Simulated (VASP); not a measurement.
# Al2Au (Fm-3m) in VASP: settings compared

The runs below take Al2Au through equation of state, with PBEsol, PBE.

Everything below comes from runs of VASP 6.6.1. Logs are shortened: lines on timing, memory, paths and dates and some standing lists are left out, and cuts for length are marked.

## Step 1: The crystal as given

The structure is cubic, space group Fm-3m (No. 225). Conventional cell: a = 6.000 Å, b = 6.000 Å, c = 6.000 Å, α = 90.00°, β = 90.00°, γ = 90.00°. Au (site symmetry m-3m) has 8 Al at 2.60 Å as nearest neighbours. Al (site symmetry -43m) is surrounded by 4 Au at 2.60 Å.

## Step 2: Equation of state, PBEsol, 16.92 Å³/atom (volume scaled by 0.94)

INCAR reads:

```
PREC     = Accurate       # precision mode
ENCUT    = 520            # plane-wave cutoff, eV
EDIFF    = 1E-7           # SCF threshold, eV
ISMEAR   = -1             # smearing method
SIGMA    = 0.05           # smearing width, eV
LREAL    = False          # projectors in reciprocal space
LASPH    = True           # aspherical terms in the spheres
NELM     = 80             # most SCF steps
ALGO     = Normal         # electronic algorithm
ISIF     = 2              # what is computed and relaxed
LWAVE    = False          # write WAVECAR
LCHARG   = False          # write CHGCAR
GGA      = PS             # functional
NBANDS   = 16             # bands
```

KPOINTS reads:

```
regular mesh
0
Gamma
  8 8 8
```

POSCAR reads:

```
Al2Au
1.0
    0.0000000000      2.9387583261      2.9387583261
    2.9387583261      0.0000000000      2.9387583261
    2.9387583261      2.9387583261      0.0000000000
Au Al
1 2
Direct
    0.0000000000      0.0000000000      0.0000000000
    0.7500000000      0.7500000000      0.7500000000
    0.2500000000      0.2500000000      0.2500000000
```

Potentials or basis: VASP PAW PBE potentials, release 64 (Au, Al).

Run with:

```
> cat potpaw_PBE.64/Au/POTCAR potpaw_PBE.64/Al/POTCAR > POTCAR
> mpirun -np 1 vasp_std > vasp.out
```

OUTCAR:

```text
PREC = Accurate
   ENCUT = 520
   EDIFF = 1E-7
   ISMEAR = -1
   LREAL = False
   LASPH = True
   NELM = 80
   ISIF = 2
   GGA = PS

 Found     29 irreducible k-points:

 Following reciprocal coordinates:
            Coordinates               Weight
  0.000000  0.000000  0.000000      1.000000
  0.125000  0.000000  0.000000      8.000000
  0.250000  0.000000  0.000000      8.000000
  0.375000  0.000000  0.000000      8.000000
  0.500000  0.000000  0.000000      4.000000
  0.125000  0.125000  0.000000      6.000000
   k-points           NKPTS =     29   k-points in BZ     NKDIM =     29   number of bands    NBANDS=     16
   number of dos      NEDOS =    301   number of ions     NIONS =      3
   total plane-waves  NPLWV =  32768
   dimension x,y,z NGX =    32 NGY =   32 NGZ =   32
   dimension x,y,z NGXF=    64 NGYF=   64 NGZF=   64
   ions per type =               1   2
   NGX,Y,Z   is equivalent  to a cutoff of  12.80, 12.80, 12.80 a.u.
   NGXF,Y,Z  is equivalent  to a cutoff of  25.60, 25.60, 25.60 a.u.
 SYSTEM =  unknown system
   PREC   = accura    normal or accurate (medium, high low for compatibility)
   ISTART =      0    job   : 0-new  1-cont  2-samecut
   ICHARG =      2    charge: 1-file 2-atom 10-const
   ISPIN  =      1    spin polarized calculation?
   LNONCOLLINEAR =      F non collinear calculations
   LSORBIT =      F    spin-orbit coupling
   LASPH  =      T    aspherical Exc in radial PAW
   ENCUT  =  520.0 eV  38.22 Ry    6.18 a.u.   7.73  7.73  7.73*2*pi/ulx,y,z
   NELM   =     80;   NELMIN=  2; NELMDL= -5     # of ELM steps
   EDIFF  = 0.1E-06   stopping-criterion for ELM
   LREAL  =      F    real-space projection
[... 11 lines left out ...]
   EMIN   =  10.00;   EMAX   =-10.00  energy-range for DOS
   EFERMI =   0.00;   METHOD = LEGACY
   ISMEAR =    -1;   SIGMA  =   0.05  broadening in eV -4-tet -1-fermi 0-gaus
   EFERMI_NEDOS =   21; number of points for ismear=-14 and -15
   IALGO  =     38    algorithm
   IMIX   =      4    mixing-type and parameters
     AMIX     =   0.40;   BMIX     =  1.00
     AMIX_MAG =   1.60;   BMIX_MAG =  1.00
  volume/ion in A,a.u.               =      16.92       114.18
  Fermi-wavevector in a.u.,A,eV,Ry     =   1.136887  2.148405 17.585691  1.292512
  Thomas-Fermi vector in A             =   2.273592
   LORBIT       =      0    0 simple, 1 ext, 2 COOP (PROOUT), +10 PAW based schemes
   GGA     = PS    functional components
   LHFCALC =     F    Hartree Fock is set to
   AEXX    =    0.0000 exact exchange contribution
   IVDW    =     0    specifies the selected vdW correction
   LEPSILON=     F    determine dielectric tensor
   LRPA    =     F    only Hartree local field effects (RPA)
 non-spin polarized calculation
  energy-cutoff  :      520.00
  volume of cell :       50.76
 maximum number of plane-waves:      1384
   NGX = 15   NGY = 15   NGZ = 15

 number of electron      16.9999999 magnetization

 Free energy of the ion-electron system (eV)
  ---------------------------------------------------
  ext. energy  EPLUGINS =         0.00000000
  ---------------------------------------------------
  free energy    TOTEN  =       -13.41095028 eV

  energy without entropy =      -13.40480372  energy(sigma->0) =      -13.40787700

 E-fermi :   8.4524     XC(G=0): -10.9110

 val. band max:        8.3257793276   @ k =   0.3750   0.1250   0.0000
 cond. band min:       8.4887660134   @ k =  -0.1250   0.1250   0.0000
 fundamental gap:      0.1629866858
 Fermi energy:         8.4524090719

 k-point     1 :       0.0000    0.0000    0.0000
  band No.  band energies     occupation
      1      -2.6018      2.00000
      2       1.4633      2.00000
      3       1.4633      2.00000
      4       1.4633      2.00000
      5       2.4911      2.00000
      6       2.4911      2.00000
      7      11.1496      0.00000
      8      11.3651      0.00000
      9      11.3651      0.00000
     10      11.3651      0.00000
     11      12.6410      0.00000
     12      12.6410      0.00000
     13      12.6410      0.00000
     14      14.3422      0.00000
     15      14.3422      0.00000
     16      14.3422      0.00000

 k-point     2 :       0.1250    0.0000    0.0000
  band No.  band energies     occupation
      1      -2.3874      2.00000
      2       1.3997      2.00000
      3       1.5175      2.00000
      4       1.5175      2.00000
      5       2.4801      2.00000
      6       2.4801      2.00000
      7       9.0256      0.00002
      8      10.7295      0.00000
      9      10.7295      0.00000
     10      11.3184      0.00000
     11      13.3259      0.00000
     12      13.3259      0.00000
     13      13.8883      0.00000
     14      13.8883      0.00000
     15      13.9388      0.00000
     16      14.0525      0.00000

 k-point     3 :       0.2500    0.0000    0.0000
  band No.  band energies     occupation
      1      -1.7760      2.00000
      2       1.2802      2.00000
      3       1.6311      2.00000
      4       1.6311      2.00000
      5       2.4891      2.00000
      6       2.4891      2.00000
      7       6.3304      2.00000
      8       9.7969      0.00000
      9       9.7969      0.00000
     10      11.5904      0.00000
     11      12.9773      0.00000
     12      12.9773      0.00000
     13      13.2204      0.00000
     14      14.9218      0.00000
     15      14.9218      0.00000
     16      15.2405      0.00000

 k-point     4 :       0.3750    0.0000    0.0000
  band No.  band energies     occupation
      1      -0.9382      2.00000
      2       1.3147      2.00000
      3       1.7036      2.00000
      4       1.7036      2.00000
      5       2.5698      2.00000
      6       2.5698      2.00000
      7       4.0379      2.00000
      8       9.0432      0.00001
      9       9.0432      0.00001
     10      11.7611      0.00000
     11      12.5715      0.00000
     12      12.5715      0.00000
     13      12.6955      0.00000
     14      16.4923      0.00000
     15      16.4923      0.00000
     16      16.8879      0.00000

 k-point     5 :       0.5000    0.0000    0.0000
  band No.  band energies     occupation
      1      -0.4746      2.00000
      2       1.6878      2.00000
      3       1.7187      2.00000
      4       1.7187      2.00000
      5       2.6295      2.00000
      6       2.6295      2.00000
      7       2.7135      2.00000
      8       8.7473      0.00547
      9       8.7473      0.00547
     10      11.7936      0.00000
     11      12.4444      0.00000
     12      12.4444      0.00000
     13      12.5300      0.00000
     14      17.4665      0.00000
     15      17.4665      0.00000
     16      18.5938      0.00000

 k-point     6 :       0.1250    0.1250    0.0000
  band No.  band energies     occupation
      1      -2.3143      2.00000
      2       1.3500      2.00000
      3       1.5544      2.00000
      4       1.5544      2.00000
      5       2.4042      2.00000
      6       2.5396      2.00000
      7       9.7438      0.00000
      8       9.7438      0.00000
      9      10.0130      0.00000
     10      10.7509      0.00000
     11      12.6895      0.00000
     12      13.5720      0.00000
     13      14.5307      0.00000
     14      14.5307      0.00000
     15      14.6798      0.00000
     16      14.6798      0.00000

 [... further k-points ...]

------------------------ aborting loop because EDIFF is reached ----------------------------------------

  FORCE on cell =-STRESS in cart. coord.  units (eV):
  Direction    XX          YY          ZZ          XY          YZ          ZX
  --------------------------------------------------------------------------------------
  -------------------------------------------------------------------------------------
  Total        2.5663421      2.5663421      2.5663421     -0.0000000      0.0000000      0.0000000
  in kB       81.0034488     81.0034488     81.0034488     -0.0000000      0.0000000      0.0000000
  external PRESSURE =      81.0034488 kB  Pullay stress =       0.0000000 kB

 VOLUME and BASIS-vectors are now :
 -----------------------------------------------------------------------------
  energy-cutoff  :      520.00
  volume of cell :       50.76
      direct lattice vectors                 reciprocal lattice vectors
     0.000000000  2.938758326  2.938758326    -0.170139884  0.170139884  0.170139884
     2.938758326  0.000000000  2.938758326     0.170139884 -0.170139884  0.170139884
     2.938758326  2.938758326  0.000000000     0.170139884  0.170139884 -0.170139884

 POSITION                                       TOTAL-FORCE (eV/Angst)
 -----------------------------------------------------------------------------------
      0.00000      0.00000      0.00000         0.000000     -0.000000      0.000000
      4.40814      4.40814      4.40814        -0.000000     -0.000000     -0.000000
      1.46938      1.46938      1.46938         0.000000      0.000000      0.000000
 -----------------------------------------------------------------------------------
    total drift:                                0.000000     -0.000000      0.000000

  FREE ENERGIE OF THE ION-ELECTRON SYSTEM (eV)
  ---------------------------------------------------
  free  energy   TOTEN  =       -13.4109502792 eV

  energy  without entropy=      -13.4048037202  energy(sigma->0) =      -13.40787700
```

Run time: 30 s. Hardware: 1 thread of Intel Xeon Platinum 8375C at 2.90GHz (Ice Lake), shared host; peak memory 0.18 GiB.

Results:

```yaml
Free_energy: -13.4110 eV
Pressure: 8.1 GPa
Band_gap_on_the_k_mesh: none (metal or under the smearing width)
```

Caveat: the PAW data sets were made with another functional, which shifts forces and pressure a little.

## Step 3: Equation of state, PBEsol, 17.28 Å³/atom (volume scaled by 0.96)

INCAR is that of step 2.

KPOINTS is that of step 2.

POSCAR reads:

```
Al2Au
1.0
    0.0000000000      2.9594544892      2.9594544892
    2.9594544892      0.0000000000      2.9594544892
    2.9594544892      2.9594544892      0.0000000000
Au Al
1 2
Direct
    0.0000000000      0.0000000000      0.0000000000
    0.7500000000      0.7500000000      0.7500000000
    0.2500000000      0.2500000000      0.2500000000
```

Potentials or basis: VASP PAW PBE potentials, release 64 (Au, Al).

Run with:

```
> cat potpaw_PBE.64/Au/POTCAR potpaw_PBE.64/Al/POTCAR > POTCAR
> mpirun -np 1 vasp_std > vasp.out
```

Run time: 27 s. Hardware: 1 thread of Intel Xeon Platinum 8375C at 2.90GHz (Ice Lake), shared host; peak memory 0.18 GiB.

Results (log left out):

```yaml
Free_energy: -13.4552 eV
Pressure: 5.0 GPa
Band_gap_on_the_k_mesh: none (metal or under the smearing width)
```

Caveat: the PAW data sets were made with another functional, which shifts forces and pressure a little.

[end of part 1 of 2]
